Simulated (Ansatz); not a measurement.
LiF built on the rocksalt prototype, relaxed with r2SCAN in the plane-wave code Ansatz: the symmetry is Fm-3m (No. 225, cubic); conventional cell a = 3.990 Å, 7.94 Å³ an atom. Li has 6 F at 1.99 Å; F has 6 Li at 1.99 Å. It was then strained (epitaxial in the plane normal to [111]), atoms relaxed again within the symmetry left. Unstrained, r2SCAN gives 10.330 eV (Γ, 10×10×10 mesh), and the band edges keep their places in every row. The normal direction was relaxed to zero stress. Only one sign of strain is shown, since it lowers the symmetry, and equivalent edge states can then move with another slope on the other side. Stress is positive in compression. (Simulation; spin polarisation is off.)

Axes as in this cell:
```xyz
2
Lattice="0.0000 1.9949 1.9949 1.9949 0.0000 1.9949 1.9949 1.9949 0.0000" Properties=species:S:1:pos:R:3 pbc="T T T"
Li    0.0000    0.0000    0.0000
F     1.9949    1.9949    1.9949
```

| strain (%) | ε | ΔE_g, r2SCAN (eV) | Δin-plane stress (σ_xx − σ_xy), r2SCAN (GPa) |
| --- | --- | --- | --- |
| +1.0 | +0.0100 | -0.206 | -1.80 |
| +3.0 | +0.0300 | -0.590 | -4.94 |
| +3.62 | +0.0362 | -0.704 | -5.80 |
| +4.0 | +0.0400 | -0.773 | -6.31 |

Question: Fit ΔE_g = a x + b x² to these rows by least squares, with x = ε.

Answer: The normal equations take Σx² = 3.910e-03, Σx³ = 1.394e-04, Σx⁴ = 5.097e-06, ΣxΔE = -7.616e-02 and Σx²ΔE = -2.711e-03, and give a = -20.88 eV, b = +39.3 eV; the largest residual is 0.001 eV.

Question: Fit the change of in-plane stress (σ_xx − σ_xy) in the same way.

Answer: Δin-plane stress (σ_xx − σ_xy) = -186.5 x + (723) x² GPa. The slope, 187 GPa, is the biaxial modulus of the film.

Question: Predict the withheld row at +2.0 % (x = +0.0200).

Answer: ΔE_g ≈ -20.88 × (+0.0200) + (39.3) × (+0.0200)² = -0.402 eV, and Δin-plane stress (σ_xx − σ_xy) ≈ -3.44 GPa. The runs give -0.401 eV and -3.44 GPa, off by +0.001 eV and 0.00 GPa.
